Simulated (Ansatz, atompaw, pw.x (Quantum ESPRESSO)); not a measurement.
# Equation-of-state test of one PAW (atompaw) potential (Be)

```json
{
  "Element": "Be",
  "Generator": "atompaw 4.2.0.5",
  "Type": "PAW",
  "Functional": "PBE",
  "Relativity": "scalar-relativistic",
  "Frozen core": "[He]",
  "Valence charge": "2",
  "Reference configuration": "2s2 2p0",
  "Partial waves": "2s (bound): rc 3.00 bohr; 2s channel at 2.35 Ry: rc 3.00 bohr; 2p (bound, empty): rc 3.00 bohr; 2p channel at 0.45 Ry: rc 3.00 bohr; 3d channel at 0.05 Ry: rc 3.00 bohr",
  "Local potential": "troulliermartins scheme with l = 3 at 0.5 Ry, radius 2.60 bohr",
  "Core correction": "smooth core density matched at 2.20 bohr",
  "Augmentation charge": "besselshape compensation charge, radius 2.95 bohr; PAW radius 3.00 bohr; waves and projectors: custom polynom2 7 10 vanderbiltortho"
}
```

Atomic tests: cutoffs needed: 6 Ry and 12 Ry (the cutoffs (Ry, on a coarse ladder) from which the occupation-weighted sum of valence levels, in a spherical-Bessel basis at the reference potential, stays within 10 and 1 mRy of its value at 400 Ry); ghost test: no extra level below or beside the all-electron valence levels (s, p, d, f tested) (spherical-Bessel basis up to 400 Ry, 20 bohr box); lowest eigenvalue of the overlap operator: 0.65 (s channel).

Crystal test: fcc Be in pw.x 7.5, no spin, 18³ k-points, Fermi–Dirac smearing 0.01 Ry, cutoffs 40/400 Ry. The lattice is a test structure that the element need not adopt, and mesh and smearing are coarse.

pw.x input:

```
&control
  calculation='scf', prefix='x', pseudo_dir='./', outdir='./tmp', tstress=.true., disk_io='none'
/
&system
  ibrav=0, nat=1, ntyp=1, ecutwfc=40, ecutrho=400, nbnd=8,
  occupations='smearing', smearing='fd', degauss=0.01
/
&electrons
  conv_thr=1e-09, mixing_beta=0.4, electron_maxstep=70
/
ATOMIC_SPECIES
Be 1.0 Be.UPF
CELL_PARAMETERS angstrom
  0.00000000 1.58169236 1.58169236
  1.58169236 0.00000000 1.58169236
  1.58169236 1.58169236 0.00000000
ATOMIC_POSITIONS crystal
Be 0.0000 0.0000 0.0000
K_POINTS automatic
18 18 18 0 0 0
```

```bash
pw.x < Be.scf.in > Be.scf.out
```

Task: How does the run end?

Result: It converges; the pressure is 72.41 GPa against -0.36 GPa from all-electron LAPW. The largest radius (3.00 bohr) exceeds half the bond length (2.11 bohr), so the spheres overlap, which is one possible source of error among others. This is a poor potential for the solid. The log shows:

```
Message from routine setup:
     using ibrav=0 with symmetry is DISCOURAGED, use correct ibrav instead
     lattice parameter (alat)  =       4.2270  a.u.
     unit-cell volume          =      53.4063 (a.u.)^3
     number of electrons       =         2.00
     number of Kohn-Sham states=            8
     kinetic-energy cutoff     =      40.0000  Ry
     charge density cutoff     =     400.0000  Ry
     scf convergence threshold =      1.0E-09
     Exchange-correlation= SLA PW PBX PBC
     number of k points=   195  Fermi-Dirac smearing, width (Ry)=  0.0100
     iteration #  1     ecut=    40.00 Ry     beta= 0.40
     total energy              =      -6.74521110 Ry
     estimated scf accuracy    <       0.00122447 Ry
     iteration #  2     ecut=    40.00 Ry     beta= 0.40
     total energy              =      -6.75062457 Ry
     estimated scf accuracy    <       0.00038235 Ry
     iteration #  3     ecut=    40.00 Ry     beta= 0.40
     total energy              =      -6.75094334 Ry
     estimated scf accuracy    <       0.00000870 Ry
     iteration #  4     ecut=    40.00 Ry     beta= 0.40
     total energy              =      -6.75094982 Ry
     estimated scf accuracy    <       0.00000153 Ry
     iteration #  5     ecut=    40.00 Ry     beta= 0.40
     total energy              =      -6.75095880 Ry
     estimated scf accuracy    <       0.00000164 Ry
     iteration #  6     ecut=    40.00 Ry     beta= 0.40
     total energy              =      -6.75095952 Ry
     estimated scf accuracy    <       0.00000001 Ry
     iteration #  7     ecut=    40.00 Ry     beta= 0.40
     the Fermi energy is     8.3900 ev
!    total energy              =      -6.75095955 Ry
     estimated scf accuracy    <          6.0E-10 Ry
     smearing contrib. (-TS)   =      -0.00081241 Ry
     convergence has been achieved in   7 iterations
          total   stress  (Ry/bohr**3)                   (kbar)     P=      724.15
     Message from routine punch:
     Nothing written, as per user request (disk_io='none')
```
